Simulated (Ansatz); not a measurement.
Clamped-ion strain scan in B

These are results of Ansatz 0.2.0, DFT PBEsol, scalar-relativistic, plane waves, PAW, not measurements. Cutoff 420 eV, Γ-centred 33×33×14 k-points, Gaussian smearing of 0.15 eV. No spin polarisation. Energies are free energies at this smearing, counted from the undisturbed cell; pressure is positive in compression.

Zero of the scan (as given, not relaxed at this level; it stands at 1.5 GPa; this form isn't the usual structure):

```xyz
1
Lattice="1.7024 0.0000 0.0000 -0.8512 1.4744 0.0000 0.0000 0.0000 3.6354" Properties=species:S:1:pos:R:3 pbc="T T T"
B     0.0000    0.0000    0.0000
```

The cell holds layers and no dispersion correction was added, so their binding is poorly described.

The cell is strained by ε times the Voigt pattern (0, 0, 1, 0, 0, 0) (xx, yy, zz, yz, xz, xy; engineering shear) with fractional coordinates fixed. The cell is metallic on the mesh throughout.

```tsv
ε	ΔE (meV/atom)	stress summed along the pattern (GPa, tension positive)
-0.0200	-0.4	0.08
-0.0150	-0.3	0.20
-0.0100	-0.2	0.32
-0.0050	-0.1	0.43
0.0000	0.0	0.53
0.0050	0.2	0.63
0.0100	0.4	0.72
0.0150	0.6	0.80
0.0175	0.7	0.84
0.0200	0.8	0.88
```